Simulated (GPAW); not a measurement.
Input of a GPAW 26.7.0 run:

The input run.py:

```python
from ase import Atoms
from ase.dft.bandgap import bandgap
from ase.io import write
from ase.units import GPa
from gpaw import GPAW, PW

atoms = Atoms(['As', 'Ga'],
              cell=[[0.0, 2.82685, 2.82685],
                    [2.82685, 0.0, 2.82685],
                    [2.82685, 2.82685, 0.0]],
              scaled_positions=[[0.75, 0.75, 0.75],
                                [0.0, 0.0, 0.0]],
              pbc=True)

calc = GPAW(mode=PW(450),
            xc='LDA',
            kpts={'size': (7, 7, 7), 'gamma': True},
            occupations={'name': 'fermi-dirac', 'width': 0.05},
            nbands=11,
            maxiter=120,
            txt='gpaw.txt')
atoms.calc = calc
energy = atoms.get_potential_energy()
forces = atoms.get_forces()
stress = atoms.get_stress()
calc.write('gs.gpw')
write('result.traj', atoms)
print(f'Energy: {energy:.6f} eV')
print('Forces (eV/A):')
print(forces.round(4))
print('Stress (GPa):', (stress / GPa).round(3))
print('Fermi level:', round(calc.get_fermi_level(), 4), 'eV')
print(f'Gap: {bandgap(calc)[0]:.4f} eV, direct: {bandgap(calc, direct=True)[0]:.4f} eV')
```

Potentials or basis: the program's PAW data sets (release 1.2.1) made for this functional, pw.

Run with:

```sh
$ OMP_NUM_THREADS=1 python run.py
```

What does it give for the band gap on the k mesh?

0.36 eV, direct.

Estimate the pressure.

-0.9 GPa.

Caveat: the cutoff is short for stress and forces, so pressures can be off by a GPa or more.

**What was measured.**

“Evidence of valence band perturbations in GaAsN/GaAs(001): A combined variable-angle spectroscopic ellipsometry and modulated photoreflectance investigation”, 2008, arxiv:0805.2212 reports, for a bulk crystal of GaAs at 300 K: band gap 1.412 ± 0.01 eV (direct).

Measured gap of GaAs: 1.412 eV (direct; 300 K; “Evidence of valence band perturbations in GaAsN/GaAs(001): A combined variable-angle spectroscopic ellipsometry and modulated photoreflectance investigation”, 2008, arxiv:0805.2212). This calculation gives 0.36 eV (-1.05 eV). So large a miss can be the level of theory's own, or it may mean another phase, state or a wrong row. 3 values of this kind are on record (1.412 to 1.51 eV); this one was drawn at random among those near their median, those with a stated uncertainty first. Spin-orbit coupling on As, Ga is left out. The value is that of LDA, without temperature or zero-point motion. Semilocal functionals fall short of measured gaps as a rule.
